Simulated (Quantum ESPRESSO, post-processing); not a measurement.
# Si/GaAs(110) interfaces, stepped through the in-plane cubic lattice constant, part 7 of 10

Wanted: a table for Si/GaAs(110) interfaces against the in-plane cubic lattice constant, and what can be fitted to it.

Quantum ESPRESSO 7.5; plane-wave DFT, LDA, GBRV ultrasoft pseudopotentials.

So far. Step 13 (Relaxing cell and ions, 5.384 Å):  The last row is no step: it is a fresh SCF in the final cell with a new plane-wave basis, +1 meV from the row before.

### 14. SCF with pw.x, 5.384 Å

m1.bulk.in

```
&control
  prefix = 'm1.bulk'
  outdir = './out'
  pseudo_dir = './pseudo'
  calculation = 'scf'
  tprnfor = .true.
/
&system
  ibrav = 0
  nat = 4
  ntyp = 2
  ecutwfc = 40
  ecutrho = 200
  occupations = 'smearing'
  smearing = 'fd'
  degauss = 0.002
  nbnd = 28
/
&electrons
  conv_thr = 1e-09
  mixing_beta = 0.4
  electron_maxstep = 120
/
ATOMIC_SPECIES
  Ga  69.7230  ga_lda_v1.4.uspp.F.UPF
  As  74.9216  as_lda_v1.uspp.F.UPF
CELL_PARAMETERS angstrom
  5.38400000000000 0.00000000000000 0.00000000000000
  0.00000000000000 3.80706291000000 0.00000000000000
  0.00000000000000 0.00000000000000 4.08645401800000
ATOMIC_POSITIONS crystal
  Ga  -0.006164248600 0.000000000000 0.000000000000
  As  0.256164342500 0.500000000000 0.000000000000
  Ga  0.493835537800 0.500000000000 0.500000000000
  As  0.756164368300 0.000000000000 0.500000000000
K_POINTS automatic
  6 8 8 0 0 0
```

Run with:

```sh
> OMP_NUM_THREADS=1 mpirun -n 4 pw.x -nk 4 -in m1.bulk.in > m1.bulk.out
```

The program printed:

```text
[banner, memory and clock lines left out]
Program PWSCF v.7.5 starts
[...]
Message from routine setup:
[...]
number of electrons       =        48.00
     number of Kohn-Sham states=           28
     kinetic-energy cutoff     =      40.0000  Ry
     charge density cutoff     =     200.0000  Ry
[...]
number of k points=   100  Fermi-Dirac smearing, width (Ry)=  0.0020
[...]
Dense  grid:    26967 G-vectors     FFT dimensions: (  45,  36,  36)
[...]
Starting wfcs are   32 randomized atomic wfcs
[...]
estimated scf accuracy    <      13.21984998 Ry
[...]
estimated scf accuracy    <       1.58792854 Ry
[...]
estimated scf accuracy    <       0.15908686 Ry
[...]
estimated scf accuracy    <       0.00917780 Ry
[...]
estimated scf accuracy    <       0.00024479 Ry
[...]
estimated scf accuracy    <       0.00004324 Ry
[...]
estimated scf accuracy    <       0.00000178 Ry
[...]
estimated scf accuracy    <       0.00000247 Ry
[...]
estimated scf accuracy    <       0.00000004 Ry
[...]
estimated scf accuracy    <          2.1E-09 Ry
[...]
the Fermi energy is     8.3794 ev
!    total energy              =    -909.63769745 Ry
     estimated scf accuracy    <          8.2E-10 Ry
     smearing contrib. (-TS)   =      -0.00000097 Ry
     internal energy E=F+TS    =    -909.63769647 Ry
[...]
one-electron contribution =    -798.76566132 Ry
     hartree contribution      =     416.13897924 Ry
     xc contribution           =    -157.94446848 Ry
     ewald contribution        =    -369.06654591 Ry
     convergence has been achieved in  11 iterations
[...]
Total force =     0.001066     Total SCF correction =     0.000088
[...]
```

Wall time 37 s (4 MPI ranks of Arm Neoverse V1, shared host); peak memory 0.41 GiB; 2.4 min of CPU time.

Numbers from this step:

```
free energy                          : -12376.2514 eV
Fermi energy                         : 8.379 eV
valence top, on the run's zero       : 8.244 eV
conduction bottom, on the run's zero : 8.517 eV
gap by band count                    : 0.2737 eV
```

### 15. Ground state, 5.384 Å

System of this step: Si/GaAs(110) superlattice, 6 + 6 layers, a = 5.384 Å in the plane. The cell holds 24 atoms: 12 Si, 6 Ga and 6 As. Cell: a = 5.384 Å, b = 3.807 Å, c = 23.782 Å, α = 90.0°, β = 90.0°, γ = 90.0°. The structure's axis is c.

m1.scf.in

```
&control
  prefix = 'm1.scf'
  outdir = './out'
  pseudo_dir = './pseudo'
  calculation = 'scf'
  tprnfor = .true.
/
&system
  ibrav = 0
  nat = 24
  ntyp = 3
  ecutwfc = 40
  ecutrho = 200
  occupations = 'smearing'
  smearing = 'fd'
  degauss = 0.002
/
&electrons
  conv_thr = 1e-08
  mixing_beta = 0.4
  electron_maxstep = 160
  mixing_mode = 'TF'
  mixing_ndim = 12
/
ATOMIC_SPECIES
  Si  28.0850  si_lda_v1.uspp.F.UPF
  Ga  69.7230  ga_lda_v1.4.uspp.F.UPF
  As  74.9216  as_lda_v1.uspp.F.UPF
CELL_PARAMETERS angstrom
  5.38400000000000 0.00000000000000 0.00000000000000
  0.00000000000000 3.80706291000000 0.00000000000000
  0.00000000000000 0.00000000000000 23.78248804500000
ATOMIC_POSITIONS crystal
  Si  -0.000566244600 0.000000000000 0.000000000000
  Si  0.250566247200 0.500000000000 0.000000000000
  Si  0.499433753700 0.500000000000 0.080753577795
  Si  0.750566243700 0.000000000000 0.080753577795
  Si  -0.000566244600 0.000000000000 0.161507155590
  Si  0.250566247200 0.500000000000 0.161507155590
  Si  0.499433753700 0.500000000000 0.242260733385
  Si  0.750566243700 0.000000000000 0.242260733385
  Si  -0.000566244600 0.000000000000 0.323014311180
  Si  0.250566247200 0.500000000000 0.323014311180
  Si  0.499433753700 0.500000000000 0.403767888975
  Si  0.750566243700 0.000000000000 0.403767888975
  Ga  -0.006164248600 0.000000000000 0.484521466770
  As  0.256164342500 0.500000000000 0.484521466770
  Ga  0.493835537800 0.500000000000 0.570434555642
  As  0.756164368300 0.000000000000 0.570434555642
  Ga  -0.006164248600 0.000000000000 0.656347644513
  As  0.256164342500 0.500000000000 0.656347644513
  Ga  0.493835537800 0.500000000000 0.742260733385
  As  0.756164368300 0.000000000000 0.742260733385
  Ga  -0.006164248600 0.000000000000 0.828173822257
  As  0.256164342500 0.500000000000 0.828173822257
  Ga  0.493835537800 0.500000000000 0.914086911128
  As  0.756164368300 0.000000000000 0.914086911128
K_POINTS automatic
  4 6 1 0 0 0
```

Run with:

```sh
> OMP_NUM_THREADS=1 mpirun -n 4 pw.x -nk 2 -in m1.scf.in > m1.scf.out
```

The program printed:

```text
[banner, memory and clock lines left out]
Program PWSCF v.7.5 starts
[...]
Message from routine setup:
[...]
number of electrons       =       192.00
     number of Kohn-Sham states=          115
     kinetic-energy cutoff     =      40.0000  Ry
     charge density cutoff     =     200.0000  Ry
[...]
number of k points=    12  Fermi-Dirac smearing, width (Ry)=  0.0020
[...]
Dense  grid:   157163 G-vectors     FFT dimensions: (  45,  36, 216)
[...]
Starting wfcs are  144 randomized atomic wfcs
[...]
negative rho (up, down):  3.982E-02 0.000E+00
[...]
estimated scf accuracy    <    2076.19117710 Ry
[...]
negative rho (up, down):  8.262E-01 0.000E+00
[...]
estimated scf accuracy    <    1581.96106599 Ry
[...]
negative rho (up, down):  3.101E-02 0.000E+00
[...]
estimated scf accuracy    <     215.13778636 Ry
[...]
negative rho (up, down):  2.343E-02 0.000E+00
[...]
estimated scf accuracy    <      13.39189508 Ry
[...]
negative rho (up, down):  2.122E-01 0.000E+00
[...]
estimated scf accuracy    <      51.84968657 Ry
[...]
negative rho (up, down):  3.463E-02 0.000E+00
[...]
estimated scf accuracy    <       5.44717677 Ry
[...]
negative rho (up, down):  4.410E-05 0.000E+00
[...]
estimated scf accuracy    <       0.80943591 Ry
[...]
estimated scf accuracy    <       0.07213889 Ry
[...]
estimated scf accuracy    <       0.03234893 Ry
[...]
estimated scf accuracy    <       0.01666532 Ry
[...]
estimated scf accuracy    <       0.00952511 Ry
[...]
estimated scf accuracy    <       0.00476075 Ry
[...]
estimated scf accuracy    <       0.00206568 Ry
[...]
estimated scf accuracy    <       0.00137931 Ry
[...]
estimated scf accuracy    <       0.00028106 Ry
[...]
estimated scf accuracy    <       0.00003884 Ry
[...]
estimated scf accuracy    <       0.00000471 Ry
[...]
estimated scf accuracy    <       0.00001214 Ry
[...]
estimated scf accuracy    <       0.00000208 Ry
[...]
estimated scf accuracy    <       0.00000059 Ry
[...]
estimated scf accuracy    <       0.00000031 Ry
[...]
estimated scf accuracy    <       0.00000013 Ry
[...]
estimated scf accuracy    <       0.00000003 Ry
[...]
estimated scf accuracy    <       0.00000001 Ry
[...]
the Fermi energy is     7.4720 ev
!    total energy              =   -2844.44029509 Ry
     estimated scf accuracy    <          1.8E-09 Ry
     smearing contrib. (-TS)   =      -0.00001140 Ry
     internal energy E=F+TS    =   -2844.44028369 Ry
[...]
one-electron contribution =   -5067.92473648 Ry
     hartree contribution      =    2603.63485379 Ry
     xc contribution           =    -525.67139052 Ry
     ewald contribution        =     145.52098952 Ry
     convergence has been achieved in  25 iterations
[...]
Total force =     0.056785     Total SCF correction =     0.000178
[...]
```

Wall time 8.1 min (4 MPI ranks); peak memory 1.4 GiB; 32 min of CPU time.

This step gave:

| Item | Value |
| --- | --- |
| free energy | -38700.5818 eV |
| energy at zero smearing | -38700.5817 eV |
| Fermi energy | 7.472 eV |

### 16. The line-up

Numbers from this step:

```
mean potential in the stack, first crystal                       : 2.167 eV
valence top over the bulk's mean potential, first crystal        : 4.941 eV
conduction bottom over the bulk's mean potential, first crystal  : 5.324 eV
slope of the running mean in the stack, first crystal            : -0.001401 eV/Å
period along the stack, first crystal                            : 3.841 Å
mean potential in the stack, second crystal                      : 9.421 eV
valence top over the bulk's mean potential, second crystal       : -2.011 eV
conduction bottom over the bulk's mean potential, second crystal : -1.738 eV
slope of the running mean in the stack, second crystal           : 0.002261 eV/Å
period along the stack, second crystal                           : 4.086 Å
```

### 17. Relaxing cell and ions, 5.644 Å

System of this step: Si, held at a = 5.644 Å in the (110) plane. Symmetry: Imma, No. 74, orthorhombic system. The conventional cell has a = 3.691 Å, b = 3.991 Å, c = 5.644 Å, α = 90.00°, β = 90.00°, γ = 90.00°. Nearest to Si lie 4 Si at 2.32 to 2.44 Å.

m6.first.relax.in

```
&control
  prefix = 'm6.first.relax'
  outdir = './out'
  pseudo_dir = './pseudo'
  nstep = 70
  forc_conv_thr = 0.0004
  calculation = 'vc-relax'
/
&system
  ibrav = 0
  nat = 4
  ntyp = 1
  ecutwfc = 48
  ecutrho = 240
  occupations = 'smearing'
  smearing = 'fd'
  degauss = 0.002
/
&electrons
  conv_thr = 1e-09
  mixing_beta = 0.4
  electron_maxstep = 120
/
&ions
/
&cell
  cell_dofree = 'z'
  press_conv_thr = 0.4
/
ATOMIC_SPECIES
  Si  28.0850  si_lda_v1.uspp.F.UPF
CELL_PARAMETERS angstrom
  5.64400000000000 0.00000000000000 0.00000000000000
  0.00000000000000 3.99091067301687 0.00000000000000
  0.00000000000000 0.00000000000000 3.69079419040601
ATOMIC_POSITIONS crystal
  Si  0.000000000000 0.000000000000 0.000000000000
  Si  0.250000000000 0.500000000000 0.000000000000
  Si  0.500000000000 0.500000000000 0.500000000000
  Si  0.750000000000 0.000000000000 0.500000000000
K_POINTS automatic
  3 4 4 0 0 0
```

Run with:

```sh
> OMP_NUM_THREADS=1 mpirun -n 4 pw.x -nk 2 -in m6.first.relax.in > m6.first.relax.out
```

The program printed:

```text
[banner, memory and clock lines left out]
Program PWSCF v.7.5 starts
[...]
Message from routine setup:
[...]
number of electrons       =        16.00
     number of Kohn-Sham states=           12
     kinetic-energy cutoff     =      48.0000  Ry
     charge density cutoff     =     240.0000  Ry
[...]
number of k points=    18  Fermi-Dirac smearing, width (Ry)=  0.0020
[...]
Dense  grid:    35243 G-vectors     FFT dimensions: (  54,  40,  36)
[...]
Starting wfcs are   16 randomized atomic wfcs
[...]
estimated scf accuracy    <       0.11653353 Ry
[...]
estimated scf accuracy    <       0.03133918 Ry
[...]
estimated scf accuracy    <       0.00077277 Ry
[...]
estimated scf accuracy    <       0.00019201 Ry
[...]
estimated scf accuracy    <       0.00000353 Ry
[...]
estimated scf accuracy    <       0.00000181 Ry
[...]
estimated scf accuracy    <       0.00000024 Ry
[...]
estimated scf accuracy    <       0.00000003 Ry
[...]
estimated scf accuracy    <          5.9E-09 Ry
[...]
the Fermi energy is     5.9795 ev
!    total energy              =     -38.49240540 Ry
     estimated scf accuracy    <          5.7E-10 Ry
     smearing contrib. (-TS)   =      -0.00001780 Ry
     internal energy E=F+TS    =     -38.49238760 Ry
[...]
one-electron contribution =       9.48090356 Ry
     hartree contribution      =       2.33310213 Ry
     xc contribution           =     -17.15957216 Ry
     ewald contribution        =     -33.14682113 Ry
     convergence has been achieved in  10 iterations
[...]
Total force =     0.044989     Total SCF correction =     0.000016
[...]
estimated scf accuracy    <       0.00014804 Ry
[...]
estimated scf accuracy    <       0.00002419 Ry
[...]
estimated scf accuracy    <       0.00000162 Ry
[...]
estimated scf accuracy    <       0.00000007 Ry
[...]
estimated scf accuracy    <          1.9E-09 Ry
[...]
the Fermi energy is     5.9226 ev
!    total energy              =     -38.49508079 Ry
     estimated scf accuracy    <          2.3E-10 Ry
     smearing contrib. (-TS)   =      -0.00005867 Ry
     internal energy E=F+TS    =     -38.49502211 Ry
[...]
one-electron contribution =       9.37931610 Ry
     hartree contribution      =       2.33241418 Ry
     xc contribution           =     -17.13400182 Ry
     ewald contribution        =     -33.07275057 Ry
     convergence has been achieved in   6 iterations
[...]
Total force =     0.016845     Total SCF correction =     0.000007
[...]
estimated scf accuracy    <       0.00008738 Ry
[...]
estimated scf accuracy    <       0.00001245 Ry
[...]
estimated scf accuracy    <       0.00000090 Ry
[...]
estimated scf accuracy    <       0.00000009 Ry
[...]
estimated scf accuracy    <          1.0E-09 Ry
[...]
the Fermi energy is     5.8735 ev
!    total energy              =     -38.49569111 Ry
     estimated scf accuracy    <          1.6E-10 Ry
     smearing contrib. (-TS)   =      -0.00009152 Ry
     internal energy E=F+TS    =     -38.49559958 Ry
[...]
one-electron contribution =       9.29323705 Ry
     hartree contribution      =       2.33475673 Ry
     xc contribution           =     -17.11509885 Ry
     ewald contribution        =     -33.00849450 Ry
     convergence has been achieved in   6 iterations
[...]
Total force =     0.000307     Total SCF correction =     0.000009
[...]
estimated scf accuracy    <       0.00000070 Ry
[...]
estimated scf accuracy    <       0.00000010 Ry
[...]
estimated scf accuracy    <          8.1E-09 Ry
[...]
estimated scf accuracy    <          4.2E-10 Ry
[...]
estimated scf accuracy    <          1.8E-11 Ry
[...]
the Fermi energy is     5.8633 ev
!    total energy              =     -38.49570421 Ry
     estimated scf accuracy    <          3.9E-12 Ry
     smearing contrib. (-TS)   =      -0.00008836 Ry
     internal energy E=F+TS    =     -38.49561585 Ry
[...]
one-electron contribution =       9.27667099 Ry
     hartree contribution      =       2.33650079 Ry
     xc contribution           =     -17.11241635 Ry
     ewald contribution        =     -32.99637128 Ry
     convergence has been achieved in   6 iterations
[...]
Total force =     0.001741     Total SCF correction =     0.000001
[...]
estimated scf accuracy    <       0.00000016 Ry
[...]
estimated scf accuracy    <       0.00000005 Ry
[...]
estimated scf accuracy    <          2.0E-09 Ry
[...]
estimated scf accuracy    <          1.2E-11 Ry
[...]
the Fermi energy is     5.8519 ev
!    total energy              =     -38.49571328 Ry
     estimated scf accuracy    <          2.2E-12 Ry
     smearing contrib. (-TS)   =      -0.00007792 Ry
     internal energy E=F+TS    =     -38.49563536 Ry
[...]
one-electron contribution =       9.25933360 Ry
     hartree contribution      =       2.33913472 Ry
     xc contribution           =     -17.11019271 Ry
     ewald contribution        =     -32.98391097 Ry
     convergence has been achieved in   5 iterations
[...]
Total force =     0.001990     Total SCF correction =     0.000000
[...]
estimated scf accuracy    <       0.00000035 Ry
[...]
estimated scf accuracy    <       0.00000012 Ry
[...]
estimated scf accuracy    <          7.0E-10 Ry
[...]
estimated scf accuracy    <          1.3E-11 Ry
[...]
the Fermi energy is     5.8376 ev
!    total energy              =     -38.49572105 Ry
     estimated scf accuracy    <          4.7E-12 Ry
     smearing contrib. (-TS)   =      -0.00005946 Ry
     internal energy E=F+TS    =     -38.49566159 Ry
[...]
one-electron contribution =       9.23903653 Ry
     hartree contribution      =       2.34271039 Ry
     xc contribution           =     -17.10797770 Ry
     ewald contribution        =     -32.96943081 Ry
     convergence has been achieved in   5 iterations
[...]
Total force =     0.001022     Total SCF correction =     0.000000
[...]
estimated scf accuracy    <       0.00000009 Ry
[...]
estimated scf accuracy    <       0.00000002 Ry
[...]
estimated scf accuracy    <          1.5E-09 Ry
[...]
estimated scf accuracy    <          2.0E-11 Ry
[...]
the Fermi energy is     5.8362 ev
!    total energy              =     -38.49572223 Ry
     estimated scf accuracy    <          9.3E-13 Ry
     smearing contrib. (-TS)   =      -0.00005490 Ry
     internal energy E=F+TS    =     -38.49566733 Ry
[...]
one-electron contribution =       9.23771069 Ry
     hartree contribution      =       2.34327150 Ry
     xc contribution           =     -17.10808417 Ry
     ewald contribution        =     -32.96856535 Ry
     convergence has been achieved in   5 iterations
[...]
Total force =     0.000264     Total SCF correction =     0.000000
[...]
number of electrons       =        16.00
     number of Kohn-Sham states=           12
     kinetic-energy cutoff     =      48.0000  Ry
     charge density cutoff     =     240.0000  Ry
[...]
number of k points=    18  Fermi-Dirac smearing, width (Ry)=  0.0020
[...]
Dense  grid:    35951 G-vectors     FFT dimensions: (  54,  40,  36)
[...]
Starting wfcs are   16 randomized atomic wfcs
[...]
estimated scf accuracy    <       0.11261711 Ry
[...]
estimated scf accuracy    <       0.02977940 Ry
[...]
estimated scf accuracy    <       0.00065745 Ry
[...]
estimated scf accuracy    <       0.00010897 Ry
[...]
estimated scf accuracy    <       0.00001086 Ry
[...]
estimated scf accuracy    <       0.00000382 Ry
[...]
estimated scf accuracy    <       0.00000055 Ry
[...]
estimated scf accuracy    <          7.2E-09 Ry
[...]
estimated scf accuracy    <          2.1E-09 Ry
[...]
estimated scf accuracy    <          4.9E-09 Ry
[...]
estimated scf accuracy    <          1.7E-10 Ry
[...]
the Fermi energy is     5.8362 ev
!    total energy              =     -38.49572351 Ry
     estimated scf accuracy    <          5.9E-12 Ry
     smearing contrib. (-TS)   =      -0.00005490 Ry
     internal energy E=F+TS    =     -38.49566860 Ry
[...]
one-electron contribution =       9.23771005 Ry
     hartree contribution      =       2.34327093 Ry
     xc contribution           =     -17.10808424 Ry
     ewald contribution        =     -32.96856535 Ry
     convergence has been achieved in  12 iterations
[...]
Total force =     0.000264     Total SCF correction =     0.000002
[...]
```

The job ended after 27 s (4 MPI ranks; peak memory 0.33 GiB).

Step by step:

```csv
step,energy less that of the first step (eV),largest force (eV/Å),volume (Å³)
1,0.0000,0.5784,83.13
2,-0.0364,0.2166,83.88
3,-0.0447,0.0040,84.46
4,-0.0449,0.0224,84.55
5,-0.0450,0.0256,84.65
6,-0.0451,0.0131,84.75
7,-0.0451,0.0034,84.75
8,-0.0451,0.0034,84.75
```

```csv
cell as run,before,after,change
a (Å),5.644,5.644,+0.0 %
b (Å),3.991,3.991,-0.0 %
c (Å),3.691,3.763,+1.9 %
volume (Å³/atom),20.78,21.19,+1.9 %
```

The atoms that moved most (Å, as changes of fractional coordinates times the final cell):

```csv
atom,dx,dy,dz,length
Si4,-0.018,0.000,0.000,0.018
Si1,0.018,0.000,0.000,0.018
Si3,0.018,0.000,0.000,0.018
Si2,-0.018,0.000,0.000,0.018
```

The relaxed structure:

```cif
data_structure
_symmetry_space_group_name_H-M 'P 1'
_symmetry_Int_Tables_number 1
_cell_length_a 5.6440
_cell_length_b 3.9909
_cell_length_c 3.7626
_cell_angle_alpha 90.000
_cell_angle_beta 90.000
_cell_angle_gamma 90.000
_cell_volume 84.75
loop_
_atom_site_label
_atom_site_type_symbol
_atom_site_fract_x
_atom_site_fract_y
_atom_site_fract_z
_atom_site_occupancy
Si1 Si 0.00310 0.00000 0.00000 1
Si2 Si 0.24690 0.50000 0.00000 1
Si3 Si 0.50310 0.50000 0.50000 1
Si4 Si 0.74690 0.00000 0.50000 1
```

 The last row is no step: it is a fresh SCF in the final cell with a new plane-wave basis, -0 meV from the row before.

Read from the output:

| Item | Value |
| --- | --- |
| free energy | -523.7610 eV |
| energy at zero smearing | -523.7606 eV |
| Fermi energy | 5.836 eV |

[end of part 7 of 10]

[Logs are printed without paths, hosts, clocks, repeated set-up lines and the standing remarks that a program may print on its own settings, such as how far it seeks lower states.]

[Hosts, paths, dates, database ids (printed as entryN), source tags and the programs' standing remarks are cut or masked in the printed files.]

[Maps of the electrostatic potential energy from Ansatz leave out the sawtooth potential of an applied field or a dipole correction, so their vacuum need not be flat; planar profiles and work functions include it.]
